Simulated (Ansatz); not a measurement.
CuCl: pressure as volume per atom varies

All results are calculated (Ansatz 0.2.0). Periodic Kohn-Sham DFT of a crystal at fixed atoms; pressure and stress are positive in compression; the energy is the free energy less that of spherical unpolarised free atoms; site moments are those in the method's own spheres, positive along +z.

Cell of the first row (space group F-43m, No. 216):
```
cell vectors (Å)
   0.0000     2.6548     2.6548
   2.6548     0.0000     2.6548
   2.6548     2.6548     0.0000
atoms (fractions of the cell vectors)
Cu  0.00000  0.00000  0.00000
Cl  0.75000  0.75000  0.75000
```

Settings of every row: method frozen-core PAW; functional LDA; relativity scalar; k mesh 13x13x13; filling fermi-dirac; smearing width 0.05 eV; wave cutoff 420 eV; paw set soft_2.

Atom start moment: 0 on all atoms.

Limits: PAW files made with PBE.

Limits of some rows: small gap, it may come from the mesh (row 5, 6, 7, 8, 9).

```
row  volume per atom (Å³)  pressure (GPa)
  1                 18.71          -3.728
  2                19.109               ?
  3                19.507          -5.763
  4                19.706          -6.188
  5                19.905          -6.585
  6                20.104          -6.954
  7                20.303          -7.297
  8                20.701          -7.912
  9                21.099          -8.442
```

Question: what pressure should row 2 give?

Worked fit of pressure. Take u = (V_r/V)^(2/3) − 1 with V_r = 20.005 Å³ an atom, which is twice the finite (Eulerian) strain; such expansions in the strain, on which the Birch-Murnaghan equation of state is built, carry the rest volume and the bulk modulus. The shown rows have u = 0.04563, 0.01695, 0.01009, 0.00335, -0.00329, -0.00981, -0.02254, -0.03487. Least squares give pressure = −6.7735 + 55.613 × u + 231.9 × u² + 263 × u³ GPa; a parabola predicts inner rows, each left out in turn, worse (root mean square 0.0039 against 0.00039 GPa). All shown rows lie on it to the printed digit. The withheld row has u = 0.03102, so the fit gives −6.7735 + 55.613 × (0.03102) + 231.9 × (0.03102)² + 263 × (0.03102)³ = -4.817 GPa.

The calculation gave -4.816 GPa. The fit lies 0.001 GPa (0.021 % of the column's range) below it, one unit of the last digit.
